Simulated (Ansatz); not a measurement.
Crystal: Pd.

```
CELL_PARAMETERS angstrom
2.78367 0.00000 0.00000
-1.39183 2.41072 0.00000
0.00000 0.00000 4.62889
ATOMIC_POSITIONS crystal
Pd 0.33333 0.66667 0.25000
Pd 0.66667 0.33333 0.75000
```

This isn't the form of Pd at room conditions, which is fcc.

```yaml
Program: Ansatz 0.2.0
Task: relaxation of cell and atoms
Functional: PBEsol
Dispersion: D4
Potentials_or_basis: Ansatz PAW
Cutoff: "420 eV (not typed: the program's choice for these potentials)"
k_mesh: 11 × 11 × 6
Occupations: fermi-dirac, width 0.05 eV
Spin: no spin polarisation
```

At the start: volume 15.53 Å³/atom.

Q: Where does the relaxation end?

A: It ends after 7 steps and the volume is 14.41 Å³/atom (-7.2 %); space group P6_3/mmc (No. 194, to 0.05 Å).

The path:
| step | energy change (eV) | largest force (eV/Å) | volume (Å³) |
| --- | --- | --- | --- |
| 1 | 0.0000 | 0.0000 | 31.06 |
| 2 | -0.0079 | 0.0000 | 26.96 |
| 3 | -0.0965 | 0.0000 | 29.14 |
| 4 | -0.0989 | 0.0000 | 28.83 |
| 5 | -0.0989 | 0.0000 | 28.82 |
| 6 | -0.0989 | 0.0000 | 28.82 |
| 7 | -0.0981 | 0.0000 | 28.82 |

Final structure:
```cif
data_structure
_symmetry_space_group_name_H-M 'P 1'
_symmetry_Int_Tables_number 1
_cell_length_a 2.7130
_cell_length_b 2.7130
_cell_length_c 4.5215
_cell_angle_alpha 90.000
_cell_angle_beta 90.000
_cell_angle_gamma 120.000
_cell_volume 28.82
loop_
_atom_site_label
_atom_site_type_symbol
_atom_site_fract_x
_atom_site_fract_y
_atom_site_fract_z
_atom_site_occupancy
Pd1 Pd 0.33333 0.66667 0.25000 1
Pd2 Pd 0.66667 0.33333 0.75000 1
```

Caveat: the plane-wave basis is chosen anew once the cell has moved, so the energies of steps on either side of that aren't comparable; pairwise dispersion overbinds metals, which lowers pressure and volume; the PAW data sets come from PBE, with cores solved anew for the run's functional, which leaves a small shift of forces and pressure.
